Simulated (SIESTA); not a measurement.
The system is HfO2.

```xyz
12
Lattice="5.2195 0.0000 0.0000 0.0000 5.0048 0.0000 0.0000 0.0000 5.0327" Properties=species:S:1:pos:R:3 pbc="T T T"
Hf    5.0472    3.6661    3.7314
Hf    2.7820    3.6661    1.2151
Hf    2.4375    1.3387    3.7314
Hf    0.1723    1.3387    1.2151
O     3.2994    4.6477    4.4251
O     4.5298    4.6477    1.9087
O     1.2211    2.7020    2.4776
O     1.3886    2.7020    4.9939
O     3.9984    2.3028    4.9939
O     3.8308    2.3028    2.4776
O     0.6896    0.3571    4.4251
O     1.9201    0.3571    1.9087
```

Measurements of this composition are mostly on another form, of space group No. 14.

Base run:

```yaml
Program: SIESTA 5.4.2
Functional: RPBE
Potentials_or_basis: PseudoDojo 0.4 standard (PBE files)
Basis: DZP (energy shift 0.003 Ry; two zetas on semicore shells)
Grid_cutoff: 800 Ry
Energy_shift: 0.003 Ry
k_mesh: 5 × 6 × 5
Occupations: fermi-dirac, width 0.05 eV
Spin: no spin polarisation
```

Its results: band gap on the k mesh 4.37 eV, indirect (least direct gap 4.56 eV); pressure 16.7 GPa; largest force 0.202 eV/Å.

Question: After a change of settings the same cell gave: band gap on the k mesh 4.25 eV, indirect (least direct gap 4.44 eV); pressure 6.4 GPa; largest force 0.186 eV/Å. Which change was it?
A. functional from RPBE to PBE; basis from DZP (energy shift 0.003 Ry; two zetas on semicore shells) to TZP (energy shift 0.003 Ry; two zetas on semicore shells)
B. functional from RPBE to vdW-DF-cx
C. functional from RPBE to LDA; potentials or basis from PseudoDojo 0.4 standard (PBE files) to PseudoDojo 0.4 standard (LDA files)
D. functional from RPBE to PBE; k mesh from 5 × 6 × 5 to 4 × 4 × 4

Answer: B.

Caveats: short orbitals over semicore shells can move pressures by several GPa; the potentials were made for another functional, which shifts forces and pressure; spin-orbit coupling is left out, which moves the levels of the heavy elements; the basis of atomic orbitals isn't converged, which shifts pressures, moduli and gaps; so large a pressure means that the cell lies far from this level's equilibrium, or that cutoff or potentials fall short (some runs).
